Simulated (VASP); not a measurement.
Input of a VASP 6.6.1 run:

File INCAR:

```
SYSTEM = AlN
  ALGO = Normal
  EDIFF = 1E-6
  ENCUT = 520
  ISIF = 2
  ISMEAR = 0
  LASPH = .True.
  LCHARG = .True.
  LELF = .True.
  LREAL = .False.
  LVHAR = .True.
  LWAVE = .False.
  NBANDS = 16
  NELM = 100
  PREC = Accurate
  SIGMA = 0.02
```

Contents of KPOINTS:

```
k-points
0
Gamma
  9 9 6
  0 0 0
```

The input POSCAR:

```
AlN
1.0
    3.0887569151      0.0000000000      0.0000000000
   -1.5443784575      2.6749419546      0.0000000000
    0.0000000000      0.0000000000      4.9433139059
Al N
2 2
Direct
    0.3333333333      0.6666666667     -0.0009916145
    0.6666666667      0.3333333333      0.4990083855
    0.3333333333      0.6666666667      0.3809916145
    0.6666666667      0.3333333333      0.8809916145
```

Potentials or basis: VASP PAW LDA potentials, release 64 (Al, N).

Run with:

```console
$ cat potpaw_LDA.64/Al/POTCAR potpaw_LDA.64/N/POTCAR > POTCAR
$ mpirun -np 1 vasp_std > vasp.out
```

(1) What does it give for the pressure?

(2) What does it give for the band gap on the k mesh?

## Answers

(1) 0.6 GPa.

(2) 4.42 eV, direct.

Caveat: an odd mesh through Γ misses points on the zone boundary, where band edges often lie.

The gap isn't set beside the measured one, since this odd mesh misses points on the zone boundary.
